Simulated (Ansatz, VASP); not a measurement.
**One calculation of HfN, two programs**

```
CELL_PARAMETERS angstrom
0.00000 2.25900 2.28159
2.25900 0.00000 2.28159
2.25900 2.25900 0.00000
ATOMIC_POSITIONS crystal
Hf 0.00000 0.00000 0.00000
N 0.50000 0.50000 0.50000
```

Change from the starting cell: zz strain of +1 %, crystal datasets.

Alike in both runs: task electric field gradients; functional LDA; k mesh 10 × 10 × 10; occupations fermi-dirac, width 0.03 eV; no spin polarisation.

|  | VASP | Ansatz |
| --- | --- | --- |
| version | VASP 6.6.1 | Ansatz 0.2.0 |
| potentials or method | VASP PAW LDA potentials, release 64 (Hf_pv, N), cutoff 520 eV | all-electron PAW with datasets made for the crystal, scalar-relativistic |

VASP gave:

```
pressure (GPa)                                                 : -13.1
largest component of the traceless stress (GPa)                : 2.42
Vzz of the field gradient on the site that differs most (V/Å²) : 37.7
```

Problem. Which values does Ansatz return?

Solution. Pressure (GPa): -11.7; largest component of the traceless stress (GPa): 2.45; Vzz of the field gradient on the site that differs most (V/Å²): 42.9.

Ansatz ran all-electron here, so the differences hold the error of VASP's frozen core and of both bases. Ansatz warned: «gradients_without_spin_orbit».

Spin-orbit coupling is left out, which matters for the levels of Hf.
